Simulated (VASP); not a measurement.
Ga: electric field gradients with r2SCAN

Ga:

```
Ga
1.0
    -1.38440    1.38440    2.31122
     1.38440   -1.38440    2.31122
     1.38440    1.38440   -2.31122
Ga
1
Direct
  0.00000 0.00000 0.00000
```

This isn't the form of Ga at room conditions, which is orthorhombic.

* Program: VASP 6.6.1
* Task: electric field gradients
* Functional: r2SCAN
* Potentials or basis: VASP PAW PBE potentials, release 64 (Ga_d)
* Cutoff: 520 eV
* k mesh: 18 × 18 × 18
* Occupations: fermi-dirac, width 0.05 eV
* Spin: no spin polarisation
* Dipole correction: no
* Further INCAR settings: ALGO = Normal; EDIFF = 1e-08; NBANDS = 12

```json
{
 "Pressure": "0.6 GPa",
 "Band gap on the k mesh": "none (metal or under the smearing width)"
}
```

Stress tensor (GPa, compression positive):
```
0.90 0.00 0.00
0.00 0.90 0.00
0.00 0.00 0.03
```

Levels at points of the mesh, in eV from the Fermi level:
```csv
k point,band 2,band 3,band 4,band 5,band 6,band 7,band 8,band 9,band 10,band 11
"(0.00, 0.00, 0.00)",-15.48,-15.44,-15.44,-15.27,-12.14,13.51,13.77,13.77,17.02,17.42
"(0.50, 0.00, 0.00)",-15.59,-15.42,-15.27,-15.21,-5.09,-4.49,8.38,12.49,13.30,17.17
"(0.50, 0.50, 0.00)",-15.66,-15.29,-15.26,-15.11,-2.21,-0.78,3.91,5.44,8.42,8.58
"(0.50, 0.50, 0.50)",-15.67,-15.23,-15.23,-15.22,-4.62,-4.23,7.58,7.58,10.66,12.24
```

Electric field gradients, principal values (V/Å²):
| atom | Vxx | Vyy | Vzz |
| --- | --- | --- | --- |
| 1 Ga | -15.870 | -15.876 | 31.746 |

Run time: 6.9 min on 1 thread of Intel(R) Xeon(R) Platinum 8259CL CPU @ 2.50GHz (Skylake/Cascade Lake), with other jobs on the host, peak memory 0.22 GiB.

Caveat: the PAW data sets were made with another functional, which shifts forces and pressure a little.
